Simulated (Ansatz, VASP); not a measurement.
# Mo2Se3S: VASP beside Ansatz, part 2 of 2

One calculation is typed for both programs; each brings its own data sets. How far apart do they land? The structure shown is the end of the Ansatz relaxation below.

VASP 6.6.1 and Ansatz 0.2.0.

So far: The starting structure; Ansatz: relaxation, PBEsol; VASP: single point, PBEsol.

### 3. VASP: single point, PBEsol (continued)

Level of this step: PBEsol, no spin polarisation; plane waves and PAW (Mo_sv, Se, S) (VASP).

Numbers of over 12 decimals in the logs are rounded to 6 here.

From OUTCAR (step 3):

```text
ion  position               nearest neighbor table
   1  0.336  0.168  0.502-  11 2.39   5 2.51   7 2.51   9 2.51   6 2.52   8 2.52   3 3.20   4 3.21
                             2 3.23   2 3.23   3 3.26   4 3.26
   2  0.336  0.668  0.502-  12 2.39   7 2.51   5 2.51  10 2.51   8 2.52   6 2.52   4 3.20   3 3.21
                             1 3.23   1 3.23   4 3.26   3 3.26
   3  0.830  0.165  0.502-  11 2.39  12 2.39   5 2.51   9 2.52  10 2.52   6 2.52   1 3.20   2 3.21
                             4 3.23   4 3.23   1 3.26   2 3.26
   4  0.830  0.665  0.502-  12 2.39  11 2.39   7 2.51  10 2.52   9 2.52   8 2.52   2 3.20   1 3.21
                             3 3.23   3 3.23   2 3.26   1 3.26
   5  0.166  0.333  0.410-   1 2.51   2 2.51   3 2.51
   6  0.166  0.333  0.594-   1 2.52   2 2.52   3 2.52
   7  0.166  0.833  0.410-   2 2.51   1 2.51   4 2.51
   8  0.166  0.833  0.594-   2 2.52   1 2.52   4 2.52
   9  0.667  0.334  0.408-   1 2.51   3 2.52   4 2.52
  10  0.667  0.834  0.408-   2 2.51   4 2.52   3 2.52
  11  0.667  0.333  0.585-   1 2.39   3 2.39   4 2.39
  12  0.667  0.833  0.585-   2 2.39   4 2.39   3 2.39

  LATTYP: Found a simple monoclinic cell.
 ALAT       =     6.4655112520
 B/A-ratio  =     2.8041550456
 C/A-ratio  =     1.0003110747
 COS(beta)  =    -0.4995336780

 Subroutine GETGRP returns: Found  1 space group operations
 (whereof  1 operations were pure point group operations)

The static configuration has the point symmetry C_1 .

 Found     26 irreducible k-points:

   k-points           NKPTS =     26   k-points in BZ     NKDIM =     26   number of bands    NBANDS=     64

   dimension x,y,z NGX =    48 NGY =   48 NGZ =  140
   dimension x,y,z NGXF=    96 NGYF=   96 NGZF=  280

   ENCUT  =  500.0 eV  36.75 Ry    6.06 a.u.  11.79 11.80 33.06*2*pi/ulx,y,z

   NELECT =     104.0000    total number of electrons

 k-points in reciprocal lattice and weights: Automatic mesh
   0.00000000  0.00000000  0.00000000       0.020
   0.20000000 -0.00000000  0.00000000       0.040
   0.40000000  0.00000000  0.00000000       0.040
   0.00000000  0.20000000  0.00000000       0.040
   0.20000000  0.20000000  0.00000000       0.040
   0.40000000  0.20000000  0.00000000       0.040
  -0.40000000  0.20000000  0.00000000       0.040
  -0.20000000  0.20000000  0.00000000       0.040
   0.00000000  0.40000000  0.00000000       0.040
[...]
-0.40000000  0.40000000  0.50000000       0.040
  -0.20000000  0.40000000  0.50000000       0.040

 average (electrostatic) potential at core
       1 -82.5544       2 -82.5544       3 -82.5845       4 -82.5845       5 -59.2236
       6 -59.1062       7 -59.2236       8 -59.1062       9 -59.2217      10 -59.2217
      11 -92.6566      12 -92.6566

 E-fermi :  -0.5405

 k-point     1 :       0.0000    0.0000    0.0000
  band No.  band energies     occupation
    ...
     48      -2.0620      2.00000
     49      -2.0035      2.00000
     50      -1.8820      2.00000
     51      -1.8784      2.00000
     52      -1.5483      2.00000
     53       0.7626      0.00000
     54       0.7997      0.00000
     55       0.8253      0.00000
     56       1.1985      0.00000
     57       1.2117      0.00000
    ...

 k-point     2 :       0.2000   -0.0000    0.0000
  band No.  band energies     occupation
    ...
     48      -2.2245      2.00000
     49      -2.0203      2.00000
     50      -1.7341      2.00000
     51      -1.7150      2.00000
     52      -1.5884      2.00000
     53       0.7343      0.00000
     54       0.7885      0.00000
     55       0.8354      0.00000
     56       0.9710      0.00000
     57       1.2172      0.00000
    ...

 k-point     3 :       0.4000    0.0000    0.0000
  band No.  band energies     occupation
    ...
     48      -2.3958      2.00000
     49      -2.3074      2.00000
     50      -1.8572      2.00000
     51      -1.7649      2.00000
     52      -1.7405      2.00000
     53       0.6197      0.00000
     54       0.6225      0.00000
     55       0.7065      0.00000
     56       0.7456      0.00000
     57       0.8997      0.00000
    ...

  Total        0.3799234      0.3273225      0.4663701     -0.0342467     -0.0023705     -0.0042288
  in kB        0.9268200      0.7985004      1.1377060     -0.0835444     -0.0057828     -0.0103162
  external PRESSURE =       0.9543421 kB  Pullay stress =       0.0000000 kB

  energy-cutoff  :      500.00
  volume of cell :      656.77
      direct lattice vectors                 reciprocal lattice vectors
     6.465511148 -0.001160298  0.000000000     0.154682833  0.089269166  0.000000000
    -3.233760421  5.603359388  0.000000000     0.000032030  0.178482855  0.000000000
     0.000000000  0.000000000 18.130296000     0.000000000  0.000000000  0.055156298

 POSITION                                       TOTAL-FORCE (eV/Angst)
 -----------------------------------------------------------------------------------
      1.63069      0.94180      9.09524         0.011824      0.006497      0.015447
      0.01381      3.74348      9.09524         0.011824      0.006497      0.015447
      4.83470      0.92457      9.09334        -0.011666     -0.006974      0.026516
      3.21782      3.72625      9.09334        -0.011666     -0.006974      0.026516
     -0.00165      1.86691      7.42969        -0.000531     -0.000194     -0.049639
     -0.00223      1.86657     10.77230        -0.000163      0.000074      0.045915
     -1.61853      4.66859      7.42969        -0.000531     -0.000194     -0.049639
     -1.61911      4.66825     10.77230        -0.000163      0.000074      0.045915
      3.23402      1.86795      7.39674         0.001114      0.000797     -0.048866
      1.61714      4.66963      7.39674         0.001114      0.000797     -0.048866
      3.23381      1.86784     10.60358        -0.000578     -0.000200      0.010627
      1.61693      4.66952     10.60358        -0.000578     -0.000200      0.010627
 -----------------------------------------------------------------------------------
    total drift:                               -0.000089     -0.000057     -0.000151

  FREE ENERGIE OF THE ION-ELECTRON SYSTEM (eV)
  ---------------------------------------------------
  free  energy   TOTEN  =       -88.1770779434 eV

  energy  without entropy=      -88.1770779434  energy(sigma->0) =      -88.17707794

 total charge
# of ion       s       p       d       tot
------------------------------------------
    1        2.285   6.201   3.986  12.472
    2        2.285   6.201   3.986  12.472
    3        2.285   6.204   3.979  12.468
    4        2.285   6.204   3.979  12.468
    5        1.479   2.335   0.068   3.882
    6        1.480   2.325   0.063   3.868
    7        1.479   2.335   0.068   3.882
    8        1.480   2.325   0.063   3.868
    9        1.480   2.333   0.066   3.878
   10        1.480   2.333   0.066   3.878
   11        1.352   2.332   0.000   3.684
   12        1.352   2.332   0.000   3.684
--------------------------------------------------
tot         20.722  43.460  16.323  80.505

[... 3 further parts left out ...]
```

This run has no spin polarisation, so a moment on Mo, if there is one, isn't seen.

### 4. Side by side

Known differences besides the potentials themselves: the data sets hold 164 valence electrons in Ansatz (on its PAW soft_1 files) and 104 in VASP; the cutoff is 600 eV in Ansatz and 500 eV in VASP; Ansatz makes its cores anew for this functional, VASP keeps those of its PBE data sets. Total energies have different zeros and are not compared.

Both answers:

```csv
quantity,Ansatz,VASP,difference
pressure (GPa),0.00,0.10,-0.10
gap on the k mesh (eV),1.774,1.778,-0.004
```

Forces on 7 of the 12 atoms, those with the largest forces and the largest differences (eV/Å; atoms numbered as in POSCAR):

```csv
atom,"Ansatz x, y, z","VASP x, y, z"
Mo3,"0.000, 0.000, 0.000","-0.012, -0.007, 0.027"
Se5,"0.000, 0.000, 0.001","-0.001, 0.000, -0.050"
Se6,"0.000, 0.000, 0.000","0.000, 0.000, 0.046"
Se7,"0.000, 0.000, 0.001","-0.001, 0.000, -0.050"
Se8,"0.000, 0.000, 0.000","0.000, 0.000, 0.046"
Se9,"0.000, 0.000, -0.001","0.001, 0.001, -0.049"
Se10,"0.000, 0.000, -0.001","0.001, 0.001, -0.049"
```

The forces differ by 22 meV/Å r.m.s., where the r.m.s. force is 0.001 eV/Å in Ansatz and 0.022 eV/Å in VASP: the atoms lie near their places of rest in Ansatz, so a percentage would say little (all taken over all components). A gap on the mesh is an upper bound, since the band edges may lie between its points. With vacuum in the cell, a pressure given here is an average over mostly empty space and none of the material.

### 5. Other set-ups

Further runs change the set-up of one program: Ansatz's method, potentials or start, or VASP's data sets, cutoff or form of LDA. The table gives Ansatz less VASP for each quantity, since a change that brings one quantity closer may part another.

```csv
run,r.m.s. force difference (meV/Å),pressure (GPa),gap on the k mesh (eV)
as above,22,-0.095,-0.0038
"VASP with the data sets Mo, Se_sv_GW and S and a cutoff of 620 eV",23,0.38,0.0093
```

### 6. Results

* r.m.s. force difference (single point, PBEsol): 22 meV/Å

The r.m.s. force difference is 22 meV/Å (single point, PBEsol), beyond the 12 meV/Å picked in this series as the mark of a large difference. The data sets hold unlike numbers of valence electrons (164 in Ansatz and 104 in VASP), so part of the differences comes from the potentials. Single point, PBEsol, VASP with the data sets Mo, Se_sv_GW and S and a cutoff of 620 eV: the difference in pressure goes from -0.095 to 0.38 GPa; the difference in gap on the k mesh goes from -0.0038 to 0.0093 eV. Such differences can come from data sets, numerical settings and the points named under the comparisons, not from the functional's error against experiment.

[Lines on the potential files, build, host, timing and source positions are cut from VASP's logs without a mark.]

[Logs are printed without paths, hosts, clocks, repeated set-up lines and the standing remarks that a program may print on its own settings, such as how far it seeks lower states.]

[Hosts, paths, dates, database ids (printed as entryN), source tags and the programs' standing remarks are cut or masked in the printed files.]
